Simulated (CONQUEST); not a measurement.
**GaP under changes of volume**

One of the cells (20.240 Å³/atom); the others are scaled copies at fixed shape and fractional positions:

```
Ga P
1.0
     3.85409    0.00000    0.00000
     0.00000    3.85409    0.00000
     0.00000    0.00000    5.45050
Ga P
2 2
Direct
  0.00000 0.00000 0.00000
  0.50000 0.50000 0.50000
  0.00000 0.50000 0.25000
  0.50000 0.00000 0.75000
```

```yaml
Program: CONQUEST 1.3
Functional: PBE
Potentials_or_basis: PseudoDojo NC PBE, SZ, grid of 36 × 36 × 60 points
k_mesh: 7 × 7 × 5
Occupations: fermi-dirac, width 0.05 eV
Spin: no spin polarisation
```

```tsv
volume (Å³/atom)	energy over the lowest point (meV/atom)	pressure (GPa)	gap on the mesh (eV)
19.026	141.42	16.1	2.77
19.431	103.99	13.6	2.55
19.836	?	?	?
20.240	46.79	9.1	2.12
20.645	26.86	6.9	1.92
21.050	11.50	5.4	1.73
21.455	0.00	3.8	1.55
```

Task: What does the run at 19.836 Å³/atom give?

Result: Energy over the lowest point 72.62 meV/atom; pressure 11.3 GPa; gap on the mesh 2.33 eV.

Worked out: A Birch-Murnaghan fit of order 3 (a polynomial in V^(-2/3)) to the other rows has no minimum within the range. It gives 72.50 meV/atom at 19.836 Å³/atom, against the run's 72.62, and -dE/dV = 11.2 GPa, against 11.3. A straight line through the other rows of the gap, of slope -10.2 eV per unit of ln V, gives 2.34 eV, against the run's 2.33.

Energies are extrapolated to zero smearing.

Caveats: the atomic basis is small; an odd mesh through Γ misses points on the zone boundary, where band edges often lie; the basis of atomic orbitals isn't converged, which shifts pressures, moduli and gaps; the real-space grid breaks the cell's symmetry a little (some runs). Spin-orbit coupling on Ga is left out.
